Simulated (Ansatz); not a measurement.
Cs: a sweep of one setting

```
Cs
1.0
    -3.02250    3.02250    3.02250
     3.02250   -3.02250    3.02250
     3.02250    3.02250   -3.02250
Cs
1
Direct
  0.00000 0.00000 0.00000
```

The cell is a measured one (Crystallography Open Database entry 9011010); the temperature and pressure of the measurement aren't taken into account, and nothing was relaxed.

No spin–orbit coupling, which matters for the heavy atoms here.

Level of theory: DFT, PBE, all-electron LAPW, scalar-relativistic in Ansatz 0.2.0.

Sampling and basis: a Γ-centred 9×9×9 k mesh, Fermi–Dirac smearing of 0.05 eV, basis error target 1 meV/atom, no spin polarisation. One setting is then changed at a time.

```csv
k mesh,free energy less the base's (meV/atom),P (GPa),cutoff chosen (eV)
9×9×9 (base),0.0,0.12,46
3×3×3,?,?,46
4×4×4,43.7,0.14,46
7×7×7,-0.6,0.12,46
13×13×13,1.2,0.12,46
```

Fill in "free energy less the base's (meV/atom)" for the row "3×3×3".

-73.3.

Give the missing entry: row "3×3×3", column "P (GPa)".

0.05.
